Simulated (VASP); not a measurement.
# GaAs in VASP: one cell, several levels of theory

What does VASP give for zincblende GaAs, under -2.5 % strain along x alone, the cell held fixed? Runs: PBE, r2SCAN.

Program: VASP 6.6.1. PAW datasets, plane waves. Computed at 0 K without zero-point motion; spin polarisation is off.

### 1 Starting point

The cell comes from an earlier relaxation with r2SCAN in another program, then strained, with the atoms relaxed again.

It is tetragonal, I-4m2 (No. 119); a = 4.007 Å, c = 5.525 Å in the conventional setting, 22.17 Å³ an atom. Ga has 4 As at 2.43 Å; As has 4 Ga at 2.43 Å.

The structure in full:

```
CELL_PARAMETERS angstrom
0.00000 2.83309 2.83309
2.76226 0.00000 2.83309
2.76226 2.83309 0.00000
ATOMIC_POSITIONS crystal
Ga 0.00000 0.00000 0.00000
As 0.25000 0.25000 0.25000
```

### 2 PBE

Contents of INCAR:

```
ENCUT = 520.000000
SIGMA = 0.020000
EDIFF = 1.00e-07
GGA = PE
PREC = Accurate
IBRION = -1
ISIF = 2
ISMEAR = -1
NBANDS = 16
NELM = 120
NSW = 0
LASPH = .TRUE.
LCHARG = .FALSE.
LWAVE = .FALSE.
LREAL = .FALSE.
```

Contents of KPOINTS:

```
KPOINTS created by Atomic Simulation Environment
0
Gamma
8 8 8
0 0 0
```

Contents of KPOINTS_OPT:

```
special points
6
Reciprocal
0.0000000000 0.0000000000 0.0000000000 1
-0.5000000000 -0.5000000000 0.0000000000 1
-0.3750000000 -0.3750000000 0.2500000000 1
-0.3750000000 0.0000000000 0.3750000000 1
0.0000000000 0.0000000000 0.5000000000 1
-0.5000000000 -0.2500000000 0.2500000000 1
```

Contents of POSCAR:

```
Ga As
 1.0000000000000000
     0.0000000000000000    2.8330850957000000    2.8330850957000000
     2.7622579683000001    0.0000000000000000    2.8330850957000000
     2.7622579683000001    2.8330850957000000    0.0000000000000000
 Ga  As
   1   1
Cartesian
  0.0000000000000000  0.0000000000000000  0.0000000000000000
  1.3811289841500001  1.4165425478500000  1.4165425478500000
```

The run uses the recommended PBE PAW datasets (18 valence electrons a neutral cell).

Command:

```console
$ mpirun -np 1 vasp_std
```

### 3 r2SCAN at this geometry

Contents of INCAR:

```
ENCUT = 520.000000
SIGMA = 0.010000
EDIFF = 1.00e-07
ALGO = Normal
METAGGA = R2SCAN
PREC = Accurate
IBRION = -1
ISIF = 2
ISMEAR = 0
NBANDS = 16
NELM = 120
NSW = 0
LASPH = .TRUE.
LCHARG = .TRUE.
LELF = .TRUE.
LWAVE = .FALSE.
LREAL = .FALSE.
```

KPOINTS is that of step 2.

KPOINTS_OPT is that of step 2.

POSCAR is that of step 2.

**Question.** What will these runs give? Wanted: for each run, gap; pressure.

The runs gave:

```
 level  gap (eV)  pressure (GPa)
   PBE      0.56            4.95
r2SCAN      1.04            2.08
```

In words: The gap runs from 0.56 eV (PBE) to 1.04 eV (r2SCAN). The pressure is highest with PBE (4.9 GPa) and lowest with r2SCAN (2.1 GPa), which orders the cells that they would relax to.
